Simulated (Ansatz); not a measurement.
We consider cubic perovskite CsPbI₃ (cubic high-temperature phase), described by PBE-D3(BJ) (Ansatz, a program for electronic structure, plane waves, PAW).

Numerical settings: plane-wave cutoff 520 eV, 6×6×6 k mesh, Fermi–Dirac smearing 0.01 eV, scalar-relativistic PAW data made under PBE.

Cell (relaxed at this level):

```
CELL_PARAMETERS angstrom
      6.29383     0.00000     0.00000
      0.00000     6.29383     0.00000
      0.00000     0.00000     6.29383
ATOMIC_POSITIONS crystal
  Cs 0.00000 0.00000 0.00000
  Pb 0.50000 0.50000 0.50000
  I  0.50000 0.00000 0.50000
  I  0.00000 0.50000 0.50000
  I  0.50000 0.50000 0.00000
```

Estimate the bulk modulus, band gap, Γ–Γ gap and pressure derivative B′ of the bulk modulus that the calculation returns.


* **bulk modulus**: 17.0 GPa
* **band gap**: 1.34 eV
* **Γ–Γ gap**: 4.30 eV
* **pressure derivative B′ of the bulk modulus**: 4.7

Note: the relaxation could not lower the start's symmetry, so the cell can be a saddle point above a distorted one.

Spin–orbit coupling is not included; with these elements it can move the gap by several tenths of an eV or more.

Static lattice: no zero-point or thermal effects.
